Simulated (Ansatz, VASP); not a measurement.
**Two plane-wave programs on AlNi**

File POSCAR:

```
AlNi
1.0
    2.8810000000      0.0000000000      0.0000000000
    0.0000000000      2.8810000000      0.0000000000
    0.0000000000      0.0000000000      2.8810000000
Ni Al
1 1
Direct
    0.5000000000      0.5000000000      0.5000000000
    0.0000000000      0.0000000000      0.0000000000
```

File INCAR.step1:

```
PREC = Accurate ; ENCUT = 520
ISMEAR = -1 ; SIGMA = 0.05
LREAL = False ; LASPH = True
NELM = 150 ; ISPIN = 2
MAGMOM = 1 0 ; LMAXMIX = 4
NBANDS = 18 ; GGA = PE
ALGO = Normal ; EDIFF = 1E-4
LWAVE = True ; LCHARG = False
```

The input INCAR.step2:

```
PREC = Accurate ; ENCUT = 520
EDIFF = 1E-7 ; ISMEAR = -1
SIGMA = 0.05 ; LREAL = False
LASPH = True ; NELM = 150
ALGO = Normal ; ISIF = 2
LWAVE = False ; LCHARG = False
ISPIN = 2 ; MAGMOM = 1 0
LORBIT = 11 ; LMAXMIX = 4
METAGGA = R2SCAN ; LMIXTAU = True
NBANDS = 18 ; ISTART = 1
```

KPOINTS

```
Automatic mesh
0
Gamma
  9 9 9
```

input.yaml

```yaml
crystal:
  lattice:
    - [2.881, 0.0, 0.0]
    - [0.0, 2.881, 0.0]
    - [0.0, 0.0, 2.881]
  atoms:
    - { symbol: Ni, position: [0.5, 0.5, 0.5], spin: 1.0 }
    - { symbol: Al, position: [0.0, 0.0, 0.0] }
hamiltonian:
  xc: r2scan
  pseudopotentials: { kind: paw }
magnetization:
  spin_polarized: true
kpoints:
  mp_grid: { grid: [9, 9, 9] }
scf:
  occupations: { method: fermi_dirac, width: 0.05 }
output:
  forces: true
  stress: true
  eigenvalues: true
  write_density: true
  write_potential: true
  elf: true
  volumetric_format: npy
```

Alike in both runs: task single point; functional r2SCAN; k mesh 9 × 9 × 9; occupations fermi-dirac, width 0.05 eV; collinear spin.

```csv
,VASP,Ansatz
version,VASP 6.6.1,Ansatz 0.2.0
potentials or method,"VASP PAW PBE potentials, release 64 (Ni, Al)",Ansatz PAW
plane-wave cutoff (eV),520,500
valence electrons in the cell,13,21
```

```csv
,VASP,Ansatz,Ansatz less VASP
gap on the k mesh at the Fermi level (eV),none,none,-
pressure (GPa),-3.4,-3.2,+0.18
net moment per atom (μB),0.00,0.00,0.000
```

A gap of «none» marks a metal or a gap that the smearing closes. The functional is the same, so the differences come from potentials, cutoffs and numerics. The two sets of potentials don't hold the same shells in valence.

Caveats: the PAW data sets were made with another functional, which shifts forces and pressure a little (VASP); the magnetic or orbital state may not be the lowest (Ansatz); the PAW data sets come from PBE, with cores solved anew for the run's functional, which leaves a small shift of forces and pressure (Ansatz); the starting moments weren't kept (Ansatz).
